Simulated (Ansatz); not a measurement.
## Indium, body-centred tetragonal: convergence with the plane-wave cutoff

Computed with Ansatz, r²SCAN, scalar-relativistic PAW, on the relaxed cell (a = 4.492 Å, b = 4.639 Å, c = 3.339 Å, β = 130.88°; spin not included). Errors count from a run at 500 eV on a Γ-centred 19×19×23 mesh with Fermi-Dirac smearing of 0.1 eV, extrapolated to zero width. Fixed here: mesh 11×11×14, Fermi-Dirac width 0.1 eV. The pressure holds a Pulay correction and is unreliable far below the recommended cutoff. The SCF starts from atomic densities corrected by a trained network.

```csv
cutoff (eV),E(σ→0) error (meV/atom),P (GPa),SCF iterations
200,8278.4,-0.16,6
250,956.3,-0.31,6
300,73.7,0.23,6
350,6.0,0.10,6
420,3.2,0.09,6
500,0.9,0.08,6
600,0.6,0.08,6
800,0.0,0.08,6
```

What does the run at 150 give (cutoff)?

E(σ→0) error (meV/atom): 55719.7; P (GPa): -19.41; SCF iterations: 7.

Within 5 meV/atom of the last row: from 420 eV on.
